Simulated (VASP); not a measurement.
Wanted: the native input for a VASP 6.6.1 run.

```yaml
Task: single point
Functional: PBE
Potentials_or_basis: VASP PAW PBE potentials, release 64 (Si, S)
Cutoff: 520 eV
k_mesh: 4 × 4 × 4
Occupations: gaussian, width 0.1 eV
Spin: no spin polarisation
Dipole_correction: no
Further_INCAR_settings: ALGO = Normal; EDIFF = 1e-06; NBANDS = 25
```

The structure of SiS2 lies in POSCAR:

```
SiS2
1.0
   -2.8746900000      4.9104520000      2.7743530000
    2.8746900000     -4.9104520000      2.7743530000
    2.8746900000      4.9104520000     -2.7743530000
Si S
2 4
Direct
    0.7500000000      0.7500000000      0.0000000000
    0.2500000000      0.2500000000      0.0000000000
    0.8847450000      0.7985650000      0.6833100000
    0.1152550000      0.2014350000      0.3166900000
    0.6152550000      0.2985650000      0.9138200000
    0.3847450000      0.7014350000      0.0861800000
```

The cell comes from a database or a generator and needn't be the stable form of this composition.

These files were run (other wordings do the same):

INCAR

```
PREC = Accurate
ENCUT = 520
EDIFF = 1E-6
ISMEAR = 0
SIGMA = 0.1
LREAL = F
LASPH = T
NELM = 100
ALGO = Normal
ISIF = 2
LWAVE = F
LCHARG = F
GGA = PE
NBANDS = 25
```

KPOINTS

```
Automatic mesh
0
Gamma
  4 4 4
```

Potentials or basis: VASP PAW PBE potentials, release 64 (Si, S).

Launch:

```bash
$ cat potpaw_PBE.64/Si/POTCAR potpaw_PBE.64/S/POTCAR > POTCAR
$ mpirun -np 1 vasp_std > vasp.out
```

It gave:

- Pressure: 1.7 GPa
- Largest force: 0.280 eV/Å
- Band gap on the k mesh: 3.00 eV, indirect (least direct gap 3.19 eV)

Wall time 38 s on 1 thread of Intel(R) Xeon(R) 6975P-C (Granite Rapids) (shared host), peak memory 0.32 GiB.
